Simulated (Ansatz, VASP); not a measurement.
**One calculation of GaAs, two programs**

```xyz
2
Lattice="0.0000 2.8268 2.8268 2.8268 0.0000 2.8268 2.8268 2.8268 0.0000" Properties=species:S:1:pos:R:3 pbc="T T T"
As    4.2403    4.2403    4.2403
Ga    0.0000    0.0000    0.0000
```

Alike in both runs: task band structure; functional r2SCAN; k mesh 6 × 6 × 6; occupations fermi-dirac, width 0.05 eV; spin-orbit coupling, no magnetisation.

```csv
,VASP,Ansatz
version,VASP 6.6.1,Ansatz 0.2.0
potentials or method,"VASP PAW PBE potentials, release 64 (As, Ga_d)",Ansatz PAW
plane-wave cutoff (eV),520,500
valence electrons in the cell,18,28
```

|  | VASP | Ansatz | Ansatz less VASP |
| --- | --- | --- | --- |
| gap on the k mesh at the Fermi level (eV) | 0.89 | 0.91 | +0.022 |
| least direct gap on the mesh (eV) | 0.89 | 0.91 | +0.022 |
| gap along the band path (eV) | 0.89 | 0.91 | +0.022 |
| pressure (GPa) | 0.6 | 0.5 | -0.11 |

The two sets of potentials don't hold the same shells in valence.

Caveats: the PAW data sets were made with another functional, which shifts forces and pressure a little (VASP); the PAW data sets come from PBE, with cores solved anew for the run's functional, which leaves a small shift of forces and pressure (Ansatz).
